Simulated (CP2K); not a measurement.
**Si: equation of state with PBEsol**

Si:

```
Si
1.0
     2.53211    0.00000    0.00000
     0.00000    2.53211    0.00000
     0.00000    0.00000    2.53211
Si
1
Direct
  0.50000 0.50000 0.50000
```

The cell was built by a generator and needn't be a form met in nature.

```json
{
  "Program": "CP2K 2026.2",
  "Task": "equation of state",
  "Functional": "PBEsol",
  "Potentials or basis": "POTENTIAL_UZH Si GTH-PBE-q4; TZVP-MOLOPT-PBE-GTH basis",
  "Density cutoff": "6123 eV",
  "k mesh": "10 × 10 × 10",
  "Occupations": "fermi-dirac, width 0.01 eV",
  "Spin": "no spin polarisation",
  "SCF solver": "diagonalisation with k points",
  "Quickstep method": "GPW",
  "EPS_DEFAULT": "1.0E-9",
  "EPS_SCF": "1.0E-6",
  "MAX_SCF": "100",
  "SCF_GUESS": "ATOMIC",
  "k points reduced by the point group": "yes",
  "Mesh centred on Gamma": "yes",
  "CHOLESKY": "OFF",
  "EPS_EIGVAL": "1.0E-7",
  "MIXING METHOD": "BROYDEN_MIXING",
  "MIXING ALPHA": "0.4",
  "NBUFFER": "8",
  "NGRIDS": "5",
  "Basis sets": "Si TZVP-MOLOPT-PBE-GTH-q4",
  "Potentials": "Si GTH-PBE-q4 of POTENTIAL_UZH",
  "ADDED_MOS": "[8]",
  "REL_CUTOFF (Ry)": "60 Ry",
  "MIXING BETA (1/bohr)": "1.5 1/bohr",
  "CUTOFF of the grids": "450 Ry"
}
```

| Quantity | Value |
| --- | --- |
| Equilibrium volume | 16.07 Å³/atom |
| Bulk modulus | 108 GPa |
| Pressure derivative of the bulk modulus | 4.2 |

Energy against volume, from the lowest point:
```csv
volume (Å³/atom),energy (meV/atom)
15.261,14.48
15.585,4.67
15.910,0.00
16.235,0.03
16.560,4.28
16.884,12.31
17.209,23.72
```

All runs of the series together: 95 s on 1 thread of Arm Neoverse V2, with other jobs on the host.

Caveat: the potentials were made for another functional, which shifts forces and pressure; the basis of atomic orbitals isn't converged, which shifts pressures, moduli and gaps.
